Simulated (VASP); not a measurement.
Wanted: the native input for a VASP 6.6.1 run.

```yaml
Task: relaxation of cell and atoms
Functional: PBE
Potentials_or_basis: VASP PAW PBE potentials, release 64 (Re)
Cutoff: 700 eV
k_mesh: 18 × 18 × 10
Occupations: methfessel-paxton, width 0.1 eV
Spin: no spin polarisation
Further_INCAR_settings: ALGO = Fast; EDIFF = 1e-07; IBRION = 2; EDIFFG = -0.005; NSW = 40; ISIF = 3
```

The structure of Re lies in POSCAR:

```
Re
1.0
    2.7600000000      0.0000000000      0.0000000000
   -1.3800000000      2.3902301100      0.0000000000
    0.0000000000      0.0000000000      4.4500000000
Re
2
Direct
    0.3333333300      0.6666666700      0.2500000000
    0.6666666700      0.3333333300      0.7500000000
```

The cell was built by a generator and needn't be a form met in nature.

These files were run (other wordings do the same):

INCAR

```
PREC     = Accurate       # precision mode
ENCUT    = 700            # plane-wave cutoff, eV
EDIFF    = 1E-7           # SCF threshold, eV
ISMEAR   = 1              # smearing method
SIGMA    = 0.1            # smearing width, eV
LREAL    = False          # projectors in reciprocal space
LASPH    = True           # aspherical terms in the spheres
NELM     = 120            # most SCF steps
ALGO     = Fast           # electronic algorithm
ISIF     = 3              # what is computed and relaxed
LWAVE    = False          # write WAVECAR
LCHARG   = False          # write CHGCAR
GGA      = PE             # functional
IBRION   = 2              # ionic algorithm
NSW      = 40             # ionic steps
EDIFFG   = -0.005         # ionic threshold
```

KPOINTS

```
Automatic mesh
0
Gamma
  18 18 10
```

Potentials or basis: VASP PAW PBE potentials, release 64 (Re).

Run with:

```sh
$ cat potpaw_PBE.64/Re/POTCAR > POTCAR
$ mpirun -np 1 vasp_std > vasp.out
```

It gave:

```yaml
Relaxed_volume: 14.93 Å³/atom
Relaxed_cell: a = 2.774 Å, b = 2.774 Å, c = 4.483 Å, α = 90.00°, β = 90.00°, γ = 120.00°
Space_group_after_relaxing_to_0.05_Å: P6_3/mmc (No. 194)
Energy_gained_by_relaxing: 5.3 meV/atom
Ionic_steps: 9
Pressure_after_relaxing: 0.0 GPa
Band_gap_on_the_k_mesh: none (metal or under the smearing width)
```

Run time: 7 min on 1 thread of Intel(R) Xeon(R) Platinum 8488C (Sapphire Rapids), on a shared host, peak memory 0.26 GiB.
